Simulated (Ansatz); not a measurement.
Relax this structure to zero stress and force, keeping its symmetry:

```
CELL_PARAMETERS angstrom
3.11300 0.00000 0.00000
-1.55650 2.69594 0.00000
0.00000 0.00000 4.98100
ATOMIC_POSITIONS crystal
Al 0.33333 0.66667 0.00000
Al 0.66667 0.33333 0.50000
N 0.33333 0.66667 0.38000
N 0.66667 0.33333 0.88000
```

The calculation used DFT PBE, scalar-relativistic, plane waves, PAW (Ansatz 0.2.0).

Cutoff 420 eV; k points 12×12×6 on the computed 4-atom cell (Γ-centred); Gaussian smearing, width 0.02 eV; no spin polarisation.

**Question.** What does it relax to?

**Answer.** The volume rises by 0.19 Å³/atom to 10.65 Å³/atom, and the energy falls by 2.6 meV/atom. Final structure:
```xyz
4
Lattice="3.1302 0.0000 0.0000 -1.5651 2.7109 0.0000 0.0000 0.0000 5.0180" Properties=species:S:1:pos:R:3 pbc="T T T"
Al    0.0000    1.8072   -0.0039
Al    1.5651    0.9036    2.5051
N     0.0000    1.8072    1.9107
N     1.5651    0.9036    4.4197
```

Course of the relaxation (steps run on the plane waves of an earlier cell, and the basis is chosen afresh near the end, so energy and pressure can step there; trial steps that raised the energy were taken back; energies are free energies):

| step | E − E_final (meV/atom) | largest force component (eV/Å) | P (GPa) | V (Å³/atom) |
| --- | --- | --- | --- | --- |
| 1 | 2.6 | 0.129 | 3.72 | 10.45 |
| 2 | 1.1 | 0.091 | 1.79 | 10.55 |
| 3 | 0.7 | 0.032 | 0.00 | 10.64 |
| 4 | 0.7 | 0.001 | 0.00 | 10.64 |
| 5 | 0.7 | 0.000 | 0.00 | 10.64 |
| 6 | 0.0 | 0.000 | 0.11 | 10.64 |
| 7 | 0.0 | 0.000 | 0.00 | 10.65 |
| 8 | 0.0 | 0.000 | 0.00 | 10.65 |